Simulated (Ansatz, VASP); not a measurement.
# Ru: VASP beside Ansatz

```xyz
1
Lattice="2.3344 0.0000 0.0000 0.0000 2.3344 0.0000 0.0000 0.0000 2.3344" Properties=species:S:1:pos:R:3 pbc="T T T"
Ru    0.0000    0.0000    0.0000
```

Change from the starting cell: volume scaled by 0.85, PAW files.

Alike in both runs: task single point; functional LDA; k mesh 17 × 17 × 17; occupations fermi-dirac, width 0.1 eV; no spin polarisation.

```csv
,VASP,Ansatz
version,VASP 6.6.1,Ansatz 0.2.0
potentials or method,"VASP PAW LDA potentials, release 64 (Ru_pv)","PAW with Ansatz's default frozen-core files, scalar-relativistic"
plane-wave cutoff (eV),520,420
valence electrons in the cell,14,16
```

VASP gave:

- pressure (GPa): 64.0

Task: What did Ansatz give for the same quantities?

Result: Pressure (GPa): 61.9.

The two sets of potentials don't hold the same shells in valence.

Caveats: the cell as given lies far from equilibrium; so large a pressure means that the cell lies far from this level's equilibrium, or that cutoff or potentials fall short (VASP).
